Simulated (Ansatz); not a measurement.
# Pt(110) / 3 layers Pd(110) / Pt(110): resistance against film thickness

How does the resistance across the layers grow with the film in Pt(110) / 3 layers Pd(110) / Pt(110)?

Program: Ansatz 0.2.0. Level of theory: Ansatz plane-wave DFT, PBE, PAW files; ballistic transport by layer matching (Landauer), zero bias; PAW set soft_1. Results are calculated unless marked as measured.

## Step 1: The structure

The cell holds 16 atoms: 13 Pt and 3 Pd. Cell: a = 2.773 Å, b = 3.922 Å, c = 22.084 Å, α = 90.0°, β = 90.0°, γ = 90.0°. It derives from Pt and Pd. Regions: lead, 13 atoms (13 Pt); films, 3 atoms (3 Pd). The structure is stacked along c, and the current runs across the ab planes.

Coordinates:

```cif
data_structure
_symmetry_space_group_name_H-M 'P 1'
_symmetry_Int_Tables_number 1
_cell_length_a 2.7731
_cell_length_b 3.9218
_cell_length_c 22.0841
_cell_angle_alpha 90.000
_cell_angle_beta 90.000
_cell_angle_gamma 90.000
_cell_volume 240.18
loop_
_atom_site_label
_atom_site_type_symbol
_atom_site_fract_x
_atom_site_fract_y
_atom_site_fract_z
_atom_site_occupancy
Pt1 Pt 0.00000 0.00000 0.03139 1
Pt2 Pt 0.50000 0.50000 0.09418 1
Pt3 Pt 0.00000 0.00000 0.15696 1
Pt4 Pt 0.50000 0.50000 0.21975 1
Pt5 Pt 0.00000 0.00000 0.28254 1
Pt6 Pt 0.50000 0.50000 0.34532 1
Pd7 Pd 0.00000 0.00000 0.40735 1
Pd8 Pd 0.50000 0.50000 0.46861 1
Pd9 Pd 0.00000 0.00000 0.52987 1
Pt10 Pt 0.50000 0.50000 0.59189 1
Pt11 Pt 0.00000 0.00000 0.65468 1
Pt12 Pt 0.50000 0.50000 0.71746 1
Pt13 Pt 0.00000 0.00000 0.78025 1
Pt14 Pt 0.50000 0.50000 0.84304 1
Pt15 Pt 0.00000 0.00000 0.90582 1
Pt16 Pt 0.50000 0.50000 0.96861 1
```

## Step 2: With 3 layers

The film is laid into the lead at the lead's in-plane lattice, and the cell closes on the lead's own image. The mesh across the current, 26×18, is finer than the density's, because channels open and close sharply across the zone. Energies from -1 to 1 eV in steps of 0.036 eV cover the slope of the Fermi function at 300 K, so the program can form a conductance.

Input file input.yaml:

```yaml
crystal:
  lattice:
    - [2.7731313745, 0.0, 0.0]
    - [0.0, 3.9218, 0.0]
    - [0.0, 0.0, 22.0840561892]
  atoms:
    - { symbol: Pt, position: [0.0, 0.0, 0.0313929125] }
    - { symbol: Pt, position: [0.5, 0.5, 0.0941787375] }
    - { symbol: Pt, position: [0.0, 0.0, 0.1569645625] }
    - { symbol: Pt, position: [0.5, 0.5, 0.2197503875] }
    - { symbol: Pt, position: [0.0, 0.0, 0.2825362125] }
    - { symbol: Pt, position: [0.5, 0.5, 0.3453220375] }
    - { symbol: Pd, position: [0.0, 0.0, 0.4073456625] }
    - { symbol: Pd, position: [0.5, 0.5, 0.4686070875] }
    - { symbol: Pd, position: [0.0, 0.0, 0.5298685125] }
    - { symbol: Pt, position: [0.5, 0.5, 0.5918921375] }
    - { symbol: Pt, position: [0.0, 0.0, 0.6546779625] }
    - { symbol: Pt, position: [0.5, 0.5, 0.7174637875] }
    - { symbol: Pt, position: [0.0, 0.0, 0.7802496125] }
    - { symbol: Pt, position: [0.5, 0.5, 0.8430354375] }
    - { symbol: Pt, position: [0.0, 0.0, 0.9058212625] }
    - { symbol: Pt, position: [0.5, 0.5, 0.9686070875] }
kpoints:
  mp_grid: { grid: [13, 10, 2] }
hamiltonian:
  xc: pbe
  pseudopotentials: { kind: paw, azcp: { folder: soft_1 } }
scf:
  occupations: { method: fermi_dirac, width: 0.1 }
output:
  transmission: { leads: [[0, 1]], kmesh: [26, 18], e_range: [-1.0, 1.0], de: 0.036 }
  write_potential: true
  write_density: true
  volumetric_format: npy
  elf: true
```

Started as:

```sh
$ ansatz run input.yaml --threads 4 --pin off --max-ram 8192MiB --backend cpu --events-out ev --progress --plain --runs-dir out
```

Numbers of over 12 decimals in the logs are rounded to 6 here.

What it wrote:

```text
Engine: ansatz 0.2.0, aarch64-unknown-linux-gnu
Pseudopotentials: kind: paw
Pseudopotential: Pt, paw, valence charge 18, recommended cutoff 420 eV (normal), soft_1/Pt.paw.azcp
Pseudopotential: Pd, paw, valence charge 18, recommended cutoff 420 eV (normal), soft_1/Pd.paw.azcp
Functional definition: PBE
  parameter kappa = 0.804
  parameter beta = 0.066725
  exchange = pbe_x(kappa = kappa, mu = beta*pi^2/3)
  correlation = pbe_c(beta = beta)
Crystal: 16 atoms, lattice volume = 240.179 Å³
Basis set: ecut = 420 eV, 4677 PW (Γ)
Bands: 173, of which v1, the nominal top of the filled ones, is band 144 counted from 1 (143 counted from 0)
Symmetry: 8 space group operations
Space group: Pmmm (ITA 47), of the structure as read, at distance tolerance 6.2e-5 Å
k-points: 84 of 260
Non-local potential: Pt, projectors of the file, l = 0: 3, l = 1: 2, l = 2: 2, l = 3: 1
Non-local potential: Pd, projectors of the file, l = 0: 2, l = 1: 2, l = 2: 2, l = 3: 1
PAW form: soft (Blöchl's): semilocal exchange-correlation on the pseudo side does not see the compensation charge
PAW one-centre angular grid: Pt, 590 points (default); XC on 64 Gauss nodes
PAW one-centre angular grid: Pd, 590 points (default); XC on 64 Gauss nodes
Initial density: superposition of atomic densities (chi_scale 0.1, normalization cell, long waves of neutral atoms (reshape's long-wave potential 2.30 eV rms, cloud 2.75 Å wide))
Initial wavefunctions: pseudopotential atomic-orbital guess
Functional: x = pbe(κ = 0.804, μ = 0.219515), c = pbe(β = 0.066725)
SCF iter   1: F=—  HF=-183750.514757 eV  |F-HF|=—  |Δ(HF+E_count)|=         —  Δρ=1.58e-1  dr2=5.46e2  ethr=3.10e-3  ⟨swp⟩=4.4  Hψ=42901  notcnv=0  defer=431
preconditioner: auto → Kerker (q_TF=auto, 2.812 Å⁻¹)  [metal: Δε(μ)=0.005 eV  Ē_g=8.678 eV  σ=0.100 eV  W_gap=0.01  n_scr=86 (ndim 8)  ℏωp=30.3 eV  f_vac=0.000  D(μ)=17.92/eV (n_scr^D=206)]
SCF iter   2: F=—  HF=-183742.533939 eV  |F-HF|=—  |Δ(HF+E_count)|=    7.98e0  Δρ=7.07e-2  dr2=1.19e2  ethr=3.10e-3  ⟨swp⟩=2.1  Hψ=25449  notcnv=0  defer=1008
SCF iter   3: F=—  HF=-183740.284454 eV  |F-HF|=—  |Δ(HF+E_count)|=    2.25e0  Δρ=1.37e-2  dr2=5.46e-1  ethr=3.10e-3  ⟨swp⟩=2.1  Hψ=21148  notcnv=0  defer=1008
SCF iter   4: F=—  HF=-183740.244743 eV  |F-HF|=—  |Δ(HF+E_count)|=   3.97e-2  Δρ=5.17e-3  dr2=1.52e0  ethr=1.90e-4  ⟨swp⟩=2.0  Hψ=24466  notcnv=0  defer=1016
SCF iter   5: F=—  HF=-183740.235300 eV  |F-HF|=—  |Δ(HF+E_count)|=   9.44e-3  Δρ=1.48e-3  dr2=1.42e-1  ethr=1.90e-4  ⟨swp⟩=1.0  Hψ=13467  notcnv=0  defer=1016
SCF iter   6: F=—  HF=-183740.234150 eV  |F-HF|=—  |Δ(HF+E_count)|=   1.15e-3  Δρ=3.79e-4  dr2=7.05e-3  ethr=4.94e-5  ⟨swp⟩=1.0  Hψ=13467  notcnv=0  defer=1016
SCF iter   7: F=—  HF=-183740.234032 eV  |F-HF|=—  |Δ(HF+E_count)|=   1.19e-4  Δρ=1.19e-4  dr2=2.71e-4  ethr=2.45e-6  ⟨swp⟩=1.0  Hψ=13467  notcnv=0  defer=1016
SCF iter   8: F=—  HF=-183740.234042 eV  |F-HF|=—  |Δ(HF+E_count)|=   1.08e-5  Δρ=3.85e-5  dr2=1.10e-5  ethr=9.40e-8  ⟨swp⟩=1.1  Hψ=13477  notcnv=0  defer=1016
SCF iter   9: F=—  HF=-183740.234118 eV  |F-HF|=—  |Δ(HF+E_count)|=   7.53e-5  Δρ=1.36e-5  dr2=1.18e-6  ethr=3.83e-9  ⟨swp⟩=2.0  Hψ=16110  notcnv=0  defer=1016
SCF iter  10: F=—  HF=-183740.234118 eV  |F-HF|=—  |Δ(HF+E_count)|=   3.10e-8  Δρ=3.62e-6  dr2=1.36e-7  ethr=4.10e-10  ⟨swp⟩=1.8  Hψ=15447  notcnv=0  defer=1016
SCF iter  11: F=-183740.234118 eV  HF=-183740.234118 eV  |F-HF|=1.36e-8  |Δ(HF+E_count)|=   2.79e-9  Δρ=9.85e-7  dr2=1.41e-8  ethr=3.47e-11  ⟨swp⟩=8.7  Hψ=41177  notcnv=0
SCF 1 converged in 11 iterations: F = -183740.234118 eV  dr2 = 1.41e-8
  greatest PAW one-centre occupation: 1.000 electrons in one spin orbital (limit 2), on the Pt atom at site 11 (counted from 0), in its partial waves of l = 0
transmission: 644 of 6440 steps passed
transmission: 1288 of 6440 steps passed
[...]
transmission: 6440 of 6440 steps passed
SCF converged after 11 iterations
Free energy (F): -183740.234118 eV
Harris-Foulkes:  -183740.234118 eV  (|F-HF|=1.36e-8)
Internal energy: -183739.330443 eV  (E = F + TS)
E sigma→0 (E₀):  -183739.782280 eV
Entropy (-TS):   -0.903675 eV (-56.480 meV/atom)
Fermi energy:    22.724793 eV
--- Per-component energies (eV) ---
  E_band       = -2083.969445
  E_kinetic    = 9111.319347
  E_local      = -24041.404673  (includes V_loc(G=0)·N_el)
  E_nonlocal   = 3761.810673
  E_hartree    = 9275.204263
  E_xc         = -3439.919930
  E_vxc        = -4059.284288  (∫ρ·V_xc dr)
  E_paw        = -134722.454981  (= ΣΔE_a)
  E_vpaw       = -5406.829544  (= ΣTr[D̂ρ^β])
  E_aug_tail   = 0.015484  (compensation charges beyond the density's cutoff)
  E_ewald      = -43683.900626
  E_smearing   = -0.903675  (= −TS)
  E_closure    = -0.000000  (closes the sum)
  Σ components = -183740.234118   (vs F -183740.234118, Δ=0.00e0)
--- Band table (eV; the first three rows and the last of 84) ---
  k-point 0: bands = [... 140 lower, 22.2842, 22.3291, 22.5052, 22.5736, 22.7120, 22.8136, 22.8528, 22.9632, ... 25 higher]
  k-point 1: bands = [... 140 lower, 22.2163, 22.2292, 22.4981, 22.5855, 22.6198, 22.6442, 22.7569, 22.8528, ... 25 higher]
  k-point 2: bands = [... 140 lower, 22.1421, 22.1664, 22.6245, 22.6565, 22.6969, 22.7511, 22.7886, 22.9565, ... 25 higher]
  k-point 83: bands = [... 140 lower, 22.9083, 23.0234, 23.0290, 23.0627, 23.5387, 23.5633, 23.7844, 23.8211, ... 25 higher]
--- Transmission ---
  basis      : 93 plane waves across, 46 finite elements along
  points     : 140, standing for a mesh of 26 x 18
  filling    : by the input's occupations and mesh, since the crystals that have channels conduct as metals do. If one of these is a semiconductor, that mesh has misplaced its level
  energies   : 56 from -1.000000 to 0.980000 eV about the Fermi level, 0.036000 eV apart; the leads are filled to 0.000000 eV, and channels, transmission and decay are at 0.008000 eV
  crystal 0  : Pt2, at the sites [0, 1], period 2.7731 Å, over 18.03 Å; its Hamiltonian steps by up to 1.4 meV
    offset         : up to 0.0000 Å between an atom of the period and one for which it stands
    filled         : 8.2 meV over the level at which it is neutral
    channels       : 2.946581e0 a spin
    conductance    : 2.1077e15 S/m² at 300 K; may be off by some 0.0 % by where its bands' edges are placed, 4.1 % from the k-mesh, 1.1 % from the distance to neutral
    slowest decay  : 0.0276 /Å at (0.3462, 0.5000)
  junction   : crystal 0 to crystal 0, 0.00 to 19.31 Å
    transmission   : 2.250488e0 a spin
    conductance    : 1.6393e15 S/m² at 300 K (1.6827e15 on every other point, 1.6351e15 on every other energy)
    error estimate : 0.3 % from the energy spacing and 1.0 % from band edges of the leads and from resonances (wavevectors taken as independent; lower de), 4.0 % from the k-mesh, 2.0 % from the steps of its leads' Hamiltonians or their offsets (lay more layers), 1.4 % from the distance to neutral
    resistance     : 1.3574e-4 Ω µm² beyond half of each lead's own
```

Wall time 21 min (4 threads of Arm Neoverse N1, shared host); peak memory 2.6 GiB.

The column dr2 measures how far the density is from self-consistency, as an energy; F and HF (Harris–Foulkes) agree once it is small.

This step gave:

```
free energy                                                                : -183740.2341 eV
energy at zero smearing                                                    : -183739.7823 eV
Fermi energy                                                               : 22.72 eV
cell area                                                                  : 10.88 Å²
step of the lead's potential                                               : 1.4 meV
ballistic conductance of the lead                                          : 2.11e15 S/m²
estimated errors of the lead's conductance                                 : 0, 4.1, 1.1 % (band edges, k-mesh, distance from neutral)
lead conductance per cell                                                  : 2.958 G₀
conductance of the junction                                                : 1.64e15 S/m²
junction conductance per cell                                              : 2.301 G₀
estimated errors of the junction's conductance                             : 0.3, 1, 4, 2, 1.4 % (energy step, band edges, k-mesh, leads' steps, distance from neutral)
area resistance that the stack adds (contact term taken off, spin by spin) : 0.1357 fΩ m²
```

Per spin. Transmission, zone mean against energy, zero at the Fermi level:

```csv
energy (eV),"transmission, zone mean"
-1.000,2.39
-0.964,2.44
-0.892,2.52
-0.856,2.58
-0.784,2.56
-0.748,2.55
-0.676,2.59
-0.640,2.67
-0.568,2.75
-0.532,2.76
-0.460,2.78
-0.424,2.84
-0.352,2.82
-0.316,2.76
-0.244,2.84
-0.208,2.83
-0.136,2.72
-0.100,2.66
-0.028,2.43
0.008,2.25
0.080,1.95
0.116,1.79
0.188,1.59
0.224,1.48
0.296,1.36
0.332,1.31
0.404,1.23
0.440,1.12
0.512,1.04
0.548,1.04
0.620,1.04
0.656,1.05
0.728,1.06
0.764,1.07
0.836,1.10
0.872,1.11
0.944,1.11
0.980,1.12
```

Per spin. Open channels, zone mean, lead against energy, zero at the Fermi level:

```csv
energy (eV),"open channels, zone mean, lead"
-1.000,2.70
-0.892,2.78
-0.820,2.81
-0.712,2.77
-0.640,2.88
-0.532,2.94
-0.424,3.11
-0.352,3.12
-0.244,3.34
-0.136,3.32
-0.064,3.10
0.008,2.95
0.044,2.81
0.116,2.28
0.224,1.90
0.332,1.63
0.404,1.63
0.512,1.13
0.620,1.19
0.692,1.18
0.800,1.22
0.872,1.23
0.980,1.25
```

Transmission over k1 and k2. At 0.0080 eV from the Fermi level.

Ten even steps from '0' (0.00) to '9' (3.52):
```
77995222556886886552225997
76995553299956599923555996
56588389966577756699838856
11577999995288825999997751
52777799955769675599977772
55655468222346432228645565
55277642555557555552467725
87576666555577755556666757
88876666555577755556666788
87576666555577755556666757
55277642555557555552467725
55655468222346432228645565
52777799955769675599977772
11577999995288825999997751
56588389966577756699838856
76995553299956599923555996
77995222556886886552225997
49540555555586855555550459
```
Columns: k1 (b1) from -0.5 to 0.462; rows upwards: k2 (b2) from -0.5 to 0.444.

Open channels over k1 and k2. At 0.0080 eV from the Fermi level.

Ten even steps from '0' (0.00) to '9' (6.00):
```
96663111336666666331113666
96663333166636366613333666
99366366655366635566636639
33355666663166613666665533
33655566633656563366655563
33665566333335333336655663
33365553333335333333555633
66365555333355533335555636
66665555333355533335555666
66365555333355533335555636
33365553333335333333555633
33665566333335333336655663
33655566633656563366655563
33355666663166613666665533
99366366655366635566636639
96663333166636366613333666
96663111336666666331113666
66330333333366633333330336
```
Columns: k1 (b1) from -0.5 to 0.462; rows upwards: k2 (b2) from -0.5 to 0.444.

Electrostatic potential energy in the ca plane at fractional y = 0.000, with atoms of Pt and Pd within 0.2 Å of it. With pseudopotentials it is smooth inside the atoms' cores, unlike the true potential.

Values in eV, 5 rows by 16 columns, each cell a mean:
```
-41   1   0 -41  13 -13 -34  19 -19 -13  17 -31   3   3 -41  10
  4  20  20   4  23  15   7  24  14  16  24  10  21  21   4  22
 20  24  24  20  25  23  21  26  23  23  26  22  25  24  20  25
-14  15  14 -13  20   6  -8  23   3   7  22  -4  15  16 -14  19
-47  -4  -5 -47   9 -20 -41  17 -28 -20  14 -40  -1  -1 -48   7
```
Columns run along c (16.0 Å, from fractional 0.01 to 0.74 of the cell; values clipped at the 3rd and 97th percentile), rows up along a (2.8 Å). Atoms in or near the plane, at fractional coordinates: Pt at (0.03, 0.00), Pt at (0.16, 0.00), Pt at (0.28, 0.00), Pd at (0.41, 0.00), Pd at (0.53, 0.00), Pt at (0.65, 0.00).

ELF in the ca plane at fractional y = 0.000, with atoms of Pt and Pd within 0.2 Å of it. It is the smooth field of the valence electrons, not physical close to the nuclei.

Values, 5 rows by 16 columns, each cell a mean:
```
0.57 0.38 0.39 0.57 0.32 0.46 0.55 0.25 0.38 0.37 0.25 0.37 0.32 0.37 0.57 0.33
0.37 0.24 0.24 0.37 0.20 0.28 0.35 0.18 0.27 0.26 0.18 0.31 0.20 0.24 0.37 0.21
0.27 0.19 0.19 0.27 0.16 0.22 0.26 0.15 0.18 0.19 0.16 0.20 0.16 0.19 0.27 0.17
0.47 0.29 0.30 0.47 0.25 0.36 0.44 0.20 0.35 0.33 0.20 0.39 0.26 0.29 0.47 0.26
0.58 0.40 0.41 0.58 0.34 0.48 0.57 0.27 0.35 0.35 0.27 0.31 0.33 0.39 0.58 0.36
```
Columns run along c (16.0 Å, from fractional 0.01 to 0.74 of the cell), rows up along a (2.8 Å). Atoms in or near the plane, at fractional coordinates: Pt at (0.03, 0.00), Pt at (0.16, 0.00), Pt at (0.28, 0.00), Pd at (0.41, 0.00), Pd at (0.53, 0.00), Pt at (0.65, 0.00).

Valence density in the ca plane at fractional y = 0.000, with atoms of Pt and Pd within 0.2 Å of it. It is the smooth field of the valence electrons, not physical close to the nuclei.

Ten even steps from '0' (0 e/Å³) to '9' (15 e/Å³), each cell a mean:
```
46520002564100035530001586100037730001465200
12200000221000012210000132000012310000132000
00000000000000000000000000000000000000000000
00000000000000000000000000000000000000000000
00000000000000000000000000000000000000000000
11100000111000001100000111000001100000111000
34410001443000024420000364100025520000344100
57520002675100036630001697200038940001476200
```
Columns run along c (16.0 Å, from fractional 0.01 to 0.74 of the cell), rows up along a (2.8 Å). Atoms in or near the plane, at fractional coordinates: Pt at (0.03, 0.00), Pt at (0.16, 0.00), Pt at (0.28, 0.00), Pd at (0.41, 0.00), Pd at (0.53, 0.00), Pt at (0.65, 0.00).

The lead's potential steps by 1.4 meV from period to period, small in itself. The program estimates the junction's conductance to 4 % from the k-mesh, 1.4 % from the leads' distance from neutral and 2 % from their steps.

By hand: 1/G − 1/G_lead = 1/1.639 − 1/2.108 = 0.136 fΩ m² with G in 10¹⁵ S/m².

## Step 3: With 5 layers, k-mesh 13×10×1, film layers 5

The stack now holds 5 film layers; the k-mesh follows the cell, and the energies span -0.27 to 0.27 eV.

System of this step: Pt(110) / 5 layers Pd(110) / Pt(110). The cell holds 18 atoms: 13 Pt and 5 Pd. Its edges and angles: a = 2.773 Å, b = 3.922 Å, c = 24.790 Å, α = 90.0°, β = 90.0°, γ = 90.0°. It derives from Pt and Pd. Regions: lead, 13 atoms (13 Pt); films, 5 atoms (5 Pd). The structure is stacked along c, and the current runs across the ab planes.

Input file input.yaml:

```yaml
crystal:
  lattice:
    - [2.7731313745, 0.0, 0.0]
    - [0.0, 3.9218, 0.0]
    - [0.0, 0.0, 24.7898576926]
  atoms:
    - { symbol: Pt, position: [0.0, 0.0, 0.0279663906] }
    - { symbol: Pt, position: [0.5, 0.5, 0.0838991719] }
    - { symbol: Pt, position: [0.0, 0.0, 0.1398319531] }
    - { symbol: Pt, position: [0.5, 0.5, 0.1957647343] }
    - { symbol: Pt, position: [0.0, 0.0, 0.2516975156] }
    - { symbol: Pt, position: [0.5, 0.5, 0.3076302968] }
    - { symbol: Pd, position: [0.0, 0.0, 0.3628840718] }
    - { symbol: Pd, position: [0.5, 0.5, 0.4174588406] }
    - { symbol: Pd, position: [0.0, 0.0, 0.4720336094] }
    - { symbol: Pd, position: [0.5, 0.5, 0.5266083782] }
    - { symbol: Pd, position: [0.0, 0.0, 0.5811831469] }
    - { symbol: Pt, position: [0.5, 0.5, 0.636436922] }
    - { symbol: Pt, position: [0.0, 0.0, 0.6923697032] }
    - { symbol: Pt, position: [0.5, 0.5, 0.7483024844] }
    - { symbol: Pt, position: [0.0, 0.0, 0.8042352657] }
    - { symbol: Pt, position: [0.5, 0.5, 0.8601680469] }
    - { symbol: Pt, position: [0.0, 0.0, 0.9161008281] }
    - { symbol: Pt, position: [0.5, 0.5, 0.9720336094] }
kpoints:
  mp_grid: { grid: [13, 10, 1] }
hamiltonian:
  xc: pbe
  pseudopotentials: { kind: paw, azcp: { folder: soft_1 } }
scf:
  occupations: { method: fermi_dirac, width: 0.1 }
output:
  transmission:
    leads: [[0, 1]]
    kmesh: [26, 18]
    e_range: [-0.27, 0.27]
    de: 0.036
  write_potential: true
  write_density: true
  volumetric_format: npy
```

What it wrote:

```text
[...]
Crystal: 18 atoms, lattice volume = 269.606 Å³
Basis set: ecut = 420 eV, 5243 PW (Γ)
Bands: 195, of which v1, the nominal top of the filled ones, is band 162 counted from 1 (161 counted from 0)
Symmetry: 8 space group operations
[...]
k-points: 42 of 130
[...]
--- Transmission ---
  basis      : 93 plane waves across, 48 finite elements along
  points     : 140, standing for a mesh of 26 x 18
[...]
filled         : 11.4 meV over the level at which it is neutral
    channels       : 2.903846e0 a spin
[...]
slowest decay  : 0.0278 /Å at (0.3462, 0.5000)
  junction   : crystal 0 to crystal 0, 0.00 to 22.02 Å
    transmission   : 2.086329e0 a spin
[...]
resistance     : 1.7025e-4 Ω µm² beyond half of each lead's own
[key lines of the parts left out:]
SCF converged after 11 iterations
Free energy (F): -197686.150132 eV
Fermi energy:    22.401482 eV
```

Run time: 12 min. Hardware: 4 threads; peak memory 2.2 GiB; 41 min of CPU time.

Numbers from this step:

```yaml
free_energy: -197686.1501 eV
energy_at_zero_smearing: -197685.6452 eV
fermi_energy: 22.40 eV
step_of_the_lead_s_potential: 1.6 meV
ballistic_conductance_of_the_lead: 2.10e15 S/m²
estimated_errors_of_the_lead_s_conductance: 0, 4.1, 1.5 % (band edges, k-mesh, distance from neutral)
lead_conductance_per_cell: 2.944 G₀
conductance_of_the_junction: 1.55e15 S/m²
junction_conductance_per_cell: 2.170 G₀
estimated_errors_of_the_junction_s_conductance: 0, 2.3, 3.9, 1.4, 2.5 % (energy step, band edges, k-mesh, leads' steps, distance from neutral)
area_resistance_that_the_stack_adds_contact_term_taken_off_spin_by_spin: 0.1702 fΩ m²
```

Per spin. Transmission, zone mean against energy, zero at the Fermi level:

```csv
energy (eV),"transmission, zone mean"
-0.270,2.93
-0.234,2.94
-0.198,2.92
-0.162,2.81
-0.126,2.70
-0.090,2.57
-0.054,2.43
-0.018,2.29
0.018,2.09
0.054,1.91
0.090,1.74
0.126,1.58
0.162,1.47
0.198,1.39
0.234,1.33
0.270,1.27
```

The conductance of the junction is 1.5e15 S/m², 5.7 % under the 1.6e15 S/m² of the last finished run, no more than the error estimates, leads' steps apart, of 4 and 3.9 % together.

(Continued in part 2 of 2.)

[Logs are printed without paths, hosts, clocks, repeated set-up lines and the standing remarks that a program may print on its own settings, such as how far it seeks lower states.]

[Hosts, paths, dates, database ids (printed as entryN), source tags and the programs' standing remarks are cut or masked in the printed files.]
